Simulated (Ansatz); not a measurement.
**A vibration from a frozen displacement in BN**

Computed with DFT PBE, scalar-relativistic, plane waves, PAW in Ansatz. Cutoff 420 eV, Γ-centred 6×6×6 k-points, Gaussian smearing of 0.05 eV. No spin polarisation. Energies are free energies at this smearing, counted from the undisturbed cell; pressure is positive in compression.

Zero of the scan (as given, not relaxed at this level; it stands at -0.4 GPa):

```xyz
8
Lattice="3.6260 0.0000 0.0000 0.0000 -3.6260 0.0000 0.0000 0.0000 -3.6260" Properties=species:S:1:pos:R:3 pbc="T T T"
B     0.0000   -1.8130   -1.8130
B     1.8130    0.0000   -1.8130
B     1.8130   -1.8130    0.0000
B     0.0000    0.0000    0.0000
N     2.7195   -2.7195   -2.7195
N     0.9065   -0.9065   -2.7195
N     0.9065   -2.7195   -0.9065
N     2.7195   -0.9065   -0.9065
```

Atom 5 (N) is moved by x along the Cartesian unit vector (0.000, 0.000, 1.000); the cell and all other atoms stay fixed. The cell's volume is 47.67 Å³; the moved atoms weigh 14.007 u together and the others 85.261 u. Some rows repeat others by symmetry and weren't run.

```
  x (Å)  ΔE (meV/cell) total force on the moved atoms along the move (eV/Å) pressure (GPa)
-0.2000         686.29                                                6.7538          3.1217
-0.1750         527.39                                                5.9544          2.3069
-0.1500         388.72                                                5.1370          1.5946
-0.1250         270.67                                                4.3042          0.9875
-0.1000         173.61                                                3.4587          0.4878
-0.0750          97.82                                                2.6029          0.0972
-0.0500          43.53                                                1.7395         -0.1828
-0.0250          10.89                                                0.8710         -0.3512
 0.0000           0.00                                                0.0000         -0.4074
 0.0250          10.89                                               -0.8710         -0.3512
 0.0500          43.53                                               -1.7395         -0.1828
 0.0750          97.82                                               -2.6029          0.0972
 0.1000         173.61                                               -3.4587          0.4878
 0.1250         270.67                                               -4.3042          0.9875
 0.1500         388.72                                               -5.1370          1.5946
 0.1750         527.39                                               -5.9544          2.3069
 0.2000         686.29                                               -6.7538          3.1217
```

**Question.** What frequency belongs to this motion?

**Answer.** The force constant is k = −dF/dx = 34.840 eV/Å², from the parabola through x = -0.0250, 0 and 0.0250. In every cell the moved atoms swing against the rest, so the mass is μ = m₁m₂/(m₁ + m₂) = 12.031 u, and ν̃ = 521.5 cm⁻¹ × √(|k|/μ) = 887 cm⁻¹. The pattern needn't be a normal mode: ν̃² is then a weighted mean of the squared nonzero frequencies at the zone centre of this cell, taken without macroscopic field, so it lies between the lowest and the highest of them.

**Question.** How far does the harmonic law reach?

**Answer.** At x = -0.200 Å, kx²/2 = 696.80 meV against the computed 686.29 meV (-1.5 %): the well is still close to harmonic there.

**Question.** The pressure changes with x². What does that say about the frequency under compression?

**Answer.** With E = k(V)x²/2, k ∝ V^(−2γ) and x scaling with the cell as V^(1/3), P − P0 = −∂E/∂V = (2γ − 2/3) ΔE/V. At x = 0.0500 Å, V(P − P0) = 47.67 × 0.22461 / 160.2 eV = 66.83 meV and ΔE = 43.53 meV, so γ = 1/3 + V(P − P0)/(2ΔE) = 1.10. This is the Grüneisen parameter of the motion under uniform scaling of the cell: shrinking the cell evenly by 1 % in volume raises the frequency by about 1.10 %.

The steep well reflects the short, strong, partly polar sp³ bonds of cubic boron nitride, which resist both stretching and bending; together with the light atoms, this puts the motion at 887 cm⁻¹. That value should not be read as the Raman line. Moving one nitrogen of the four mixes the true zone-centre optical vibration with zone-boundary modes folded into the cubic cell, including acoustic ones, which probably explains why it falls below the known optical frequencies.

The near-harmonic shape partly reflects the direction chosen. Along a cube axis two B–N bonds shorten while two lengthen, and the tetrahedral site symmetry cancels every odd term in the energy. The slight softening at large displacement is therefore of even order. The anharmonicity of the single bonds still shows in the pressure: shortened bonds push harder than lengthened ones pull, consistent with the positive Grüneisen parameter. A displacement along a bond would allow a cubic term, so the scan doesn't establish equally weak anharmonicity in that direction.
